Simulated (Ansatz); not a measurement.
Space group R3m:H (No. 160). a = 2.506 Å, b = 2.506 Å, c = 9.885 Å, α = 90.00°, β = 90.00°, γ = 120.00°
```json
{"atom": "B", "site": "3a", "symmetry": "3m", "x": "0.0000", "y": "0.0000", "z": "0.0003"}
{"atom": "N", "site": "3a", "symmetry": "3m", "x": "0.6667", "y": "0.3333", "z": "0.0006"}
```

Equation of state of this BN structure (not necessarily the ground state), with shape and atoms relaxed at each volume where symmetry leaves them free. All numbers below come from DFT PBE+D3(BJ), scalar-relativistic, plane waves, PAW (Ansatz).

Plane waves to 420 eV, a k mesh through Γ of 12×12×12 on the computed 2-atom cell and Gaussian smearing (0.02 eV); no spin polarisation.

```tsv
V (Å³/atom)	E − E(largest V) (meV/atom)	P (GPa)	gap on mesh (eV)
7.885	12.70	6.67	3.89
8.154	3.67	4.21	3.98
8.423	-1.75	2.35	4.07
8.692	-4.46	0.97	4.16
8.961	-5.22	-0.01	4.24
9.230	-4.59	-0.70	4.28
9.498	-3.03	-1.15	4.33
9.857	0.00	-1.51	4.39
```

Question: Fit a third-order Birch–Murnaghan equation to E(V).

Answer: V0 = 8.96 Å³/atom, B0 = 28 GPa, B0' = 11.0. B0' is unusual or poorly fixed by this range.

This form isn't the usual stable structure of the compound.